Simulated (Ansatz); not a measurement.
**TaN in Ansatz: the effect of functional**

TaN:

```
Ta N
1.0
     3.66304    0.00000    0.00000
     0.00000    3.66304    0.00000
     0.00000    0.00000    4.56049
Ta N
2 2
Cartesian
  0.0000 1.8315 0.0000
  1.8315 0.0000 2.2802
  0.0000 0.0000 1.1401
  0.0000 0.0000 3.4204
```

The cell comes from a database or a generator and needn't be the stable form of this composition.

Alike in all runs:

| Quantity | Value |
| --- | --- |
| Program | Ansatz 0.2.0 |
| Potentials or basis | Ansatz PAW |
| k mesh | 4 × 4 × 4 |
| Occupations | fermi-dirac, width 0.05 eV |
| Spin | no spin polarisation |

```tsv
functional	cutoff	pressure (GPa)
LDA	420 eV (not typed: the program's choice for these potentials)	-28.9
PBEsol	420 eV (not typed: the program's choice for these potentials)	-25.1
r2SCAN	500 eV (not typed: the program's choice for these potentials)	?
HSE06	420 eV (not typed: the program's choice for these potentials)	-24.7
PBE0	420 eV (not typed: the program's choice for these potentials)	-24.8
r2SCAN0	500 eV (not typed: the program's choice for these potentials)	-26.5
```

What does the run with functional r2SCAN give?

Pressure -23.0 GPa.

Caveats: all runs use coarse meshes; the PAW data sets come from PBE, with cores solved anew for the run's functional, which leaves a small shift of forces and pressure; the thresholds are loose for stress (some runs); a pressure of tens of GPa on the cell as given is suspect, and the run, the potentials or the cell itself is likely at fault (some runs).
